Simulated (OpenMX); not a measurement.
Runs of OpenMX 3.8.5 on GaN. Symmetry: P6_3mc, No. 186, hexagonal system. The conventional cell has a = 3.180 Å, b = 3.180 Å, c = 5.166 Å, α = 90.00°, β = 90.00°, γ = 120.00°. Ga (site symmetry 3m) has 4 N at 1.94 to 1.95 Å as nearest neighbours. N (site symmetry 3m) is surrounded by 4 Ga at 1.94 to 1.95 Å. 

```tsv
task	potentials or basis	grid points, held for all volumes	max SCF cycles	gap on the mesh (eV)	pressure (GPa)	V0 of scaled cells (Å³/atom)	B0 (GPa)	largest force (eV/Å)
equation of state	OpenMX 2013 PBE set, Ga7.0-s2p2d1, N6.0-s2p2, fixed grid of 36 × 36 × 70 points	36 × 36 × 70	-	-	-	(a)	168	-
single point	OpenMX 2013 PBE set, Ga7.0-s3p2d2, N6.0-s2p2d1, grid cutoff 500 Ry	-	100	2.40	9.2	-	-	0.12
band structure	OpenMX 2013 PBE set, Ga7.0-s2p2d1, N6.0-s2p2, grid cutoff 500 Ry	-	100	2.39	9.6	-	-	0.11
equation of state	OpenMX 2013 PBE set, Ga7.0-s3p2d2, N6.0-s2p2d1, fixed grid of 36 × 36 × 70 points	36 × 36 × 70	-	-	-	11.90	(b)	-
```

Alike in all rows: level PBE; no spin polarisation; cell as given; k mesh 11 × 11 × 5; smearing fermi-dirac 0.05 eV.

Question: Fill in the values left out.

Answer: (a) 11.89; (b) 160.

Caveats: the basis has few d functions beyond the semicore shells, which can make volumes several per cent too large; the basis of atomic orbitals isn't converged, which shifts pressures, moduli and gaps; volumes in these bases differ from converged ones by about 1 %, for some elements by several (some runs); the cell was scaled at fixed shape and fractional positions, which overstates the stiffness of a crystal with free parameters, most of all of layers and chains (some runs).

A k mesh can miss the band edges, and the runs leave out spin-orbit coupling on Ga.
